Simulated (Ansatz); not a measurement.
Set up this calculation in Ansatz 0.2.0, as the native input.

- Task: relaxation of cell and atoms
- Functional: PBEsol
- Potentials or basis: Ansatz PAW
- Cutoff: 420 eV (not typed: the program's choice for these potentials)
- k mesh: 9 × 9 × 9
- Occupations: fermi-dirac, width 0.05 eV
- Spin: no spin polarisation

BAs:

```
CELL_PARAMETERS angstrom
2.93437 0.00000 0.00000
0.00000 2.93437 0.00000
0.00000 0.00000 2.93437
ATOMIC_POSITIONS crystal
B 0.50000 0.50000 0.50000
As 0.00000 0.00000 0.00000
```

The cell was built by a generator and needn't be a form met in nature.

One way to write it, as run:

input.yaml

```yaml
crystal:
  lattice:
    - [2.93437, 0.0, 0.0]
    - [0.0, 2.93437, 0.0]
    - [0.0, 0.0, 2.93437]
  atoms:
    - { symbol: B, position: [0.5, 0.5, 0.5] }
    - { symbol: As, position: [0.0, 0.0, 0.0] }
hamiltonian:
  xc: pbesol
  pseudopotentials: { kind: paw }
kpoints:
  mp_grid: { grid: [9, 9, 9] }
scf:
  occupations: { method: fermi_dirac, width: 0.05 }
output:
  forces: true
  stress: true
  eigenvalues: true
relax:
  f_tol: 0.01
  max_steps: 40
  cell: { stress_tol: 0.05 }
```

Potentials or basis: Ansatz PAW.

Command:

```console
$ ansatz run input.yaml --threads 2 --pin off --max-ram 5632MiB --backend cpu --events-out ev --progress --plain --runs-dir out
```

It gave:

```
Relaxed volume                         : 12.19 Å³/atom
Relaxed cell                           : a = 2.900 Å, b = 2.900 Å, c = 2.900 Å, α = 90.00°, β = 90.00°, γ = 90.00°
Space group after relaxing (to 0.05 Å) : Pm-3m (No. 221)
Energy gained by relaxing              : 5.3 meV/atom
Ionic steps                            : 6
Pressure after relaxing                : 0.0 GPa
Band gap on the k mesh                 : none (metal or under the smearing width)
```

Caveat: the plane-wave basis is chosen anew once the cell has moved, so the energies of steps on either side of that aren't comparable; the PAW data sets come from PBE, with cores solved anew for the run's functional, which leaves a small shift of forces and pressure.

Wall time 3.1 s on 2 threads of Arm Neoverse V2, with other jobs on the host, peak memory 0.28 GiB.
